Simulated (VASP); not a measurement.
CdTe:

```
Cd Te
1.0
     0.00000    3.20500    3.20500
     3.20500    0.00000    3.20500
     3.20500    3.20500    0.00000
Cd Te
1 1
Cartesian
  0.0000 0.0000 0.0000
  1.6025 1.6025 1.6025
```

The cell was built by a generator and needn't be a form met in nature.

- Program: VASP 6.6.1
- Task: relaxation of cell and atoms
- Functional: PBEsol
- Potentials or basis: VASP PAW PBE potentials, release 64 (Cd, Te)
- Cutoff: 600 eV
- k mesh: 10 × 10 × 10
- Occupations: gaussian, width 0.03 eV
- Spin: no spin polarisation

At the start: pressure 1.8 GPa; volume 32.92 Å³/atom.

Q: How do energy, volume and symmetry change on relaxing?

A: Over 3 steps the energy falls by 7.3 meV/atom and the volume is 34.26 Å³/atom (+4.1 %); space group F-43m (No. 216, to 0.05 Å).

The path:
| step | energy change (eV) | largest force (eV/Å) | pressure (GPa) | volume (Å³) |
| --- | --- | --- | --- | --- |
| 1 | 0.0000 | 0.0000 | 1.81 | 65.84 |
| 2 | -0.0129 | 0.0000 | -0.54 | 69.46 |
| 3 | -0.0145 | 0.0000 | -0.01 | 68.52 |

Final structure:
```
CELL_PARAMETERS angstrom
0.00000 3.24777 3.24777
3.24777 0.00000 3.24777
3.24777 3.24777 0.00000
ATOMIC_POSITIONS crystal
Cd 0.00000 0.00000 0.00000
Te 0.25000 0.25000 0.25000
```

Caveat: the PAW data sets were made with another functional, which shifts forces and pressure a little.
